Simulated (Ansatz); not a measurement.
**Al2O3 under changes of volume**

One of the cells (13.454 Å³/atom); the others are scaled copies at fixed shape and fractional positions:

```xyz
5
Lattice="2.8843 0.0000 0.0000 -1.4422 2.4979 0.0000 0.0000 0.0000 9.3368" Properties=species:S:1:pos:R:3 pbc="T T T"
Al    0.0000    0.0000    7.9363
Al    0.0000    0.0000    1.4004
O     0.0000    1.6653    7.2610
O     1.4422    0.8326    0.0000
O     0.0000    1.6653    2.0757
```

Measurements of this composition are mostly on another form, of space group No. 167.

| Property | Result |
| --- | --- |
| Program | Ansatz 0.2.0 |
| Functional | PBE |
| Potentials or basis | Ansatz PAW |
| Cutoff | 420 eV (not typed: the program's choice for these potentials) |
| k mesh | 11 × 11 × 3 |
| Occupations | fermi-dirac, width 0.05 eV |
| Spin | no spin polarisation |

```tsv
volume (Å³/atom)	energy over the lowest point (meV/atom)	pressure (GPa)	gap on the mesh (eV)	largest force (eV/Å)
12.647	24.02	10.0	5.33	0.828
12.916	10.41	6.3	5.15	0.545
13.185	2.56	3.0	4.97	0.284
13.454	0.00	0.1	4.79	0.042
13.723	?	?	?	?
13.992	8.64	-5.0	4.46	0.388
14.261	18.99	-7.2	4.30	0.579
```

What does the run at 13.723 Å³/atom give?

Energy over the lowest point 2.18 meV/atom; pressure -2.6 GPa; gap on the mesh 4.62 eV; largest force 0.181 eV/Å.

Worked out: A Birch-Murnaghan fit of order 3 (a polynomial in V^(-2/3)) to the other rows has its minimum at 13.46 Å³/atom with B0 = V·E''(V) = 141 GPa and B' = 4.0 at fixed shape and positions, which overstates the stiffness. It gives 2.17 meV/atom at 13.723 Å³/atom, against the run's 2.18, and -dE/dV = -2.6 GPa, against -2.6. A straight line through the other rows of the gap, of slope -8.59 eV per unit of ln V, gives 4.63 eV, against the run's 4.62.

Energies are extrapolated to zero smearing.

Caveats: odd divisions of the mesh miss points on the zone boundary, where band edges often lie, so the gap on the mesh can be too wide.

A mesh can miss the band edges.
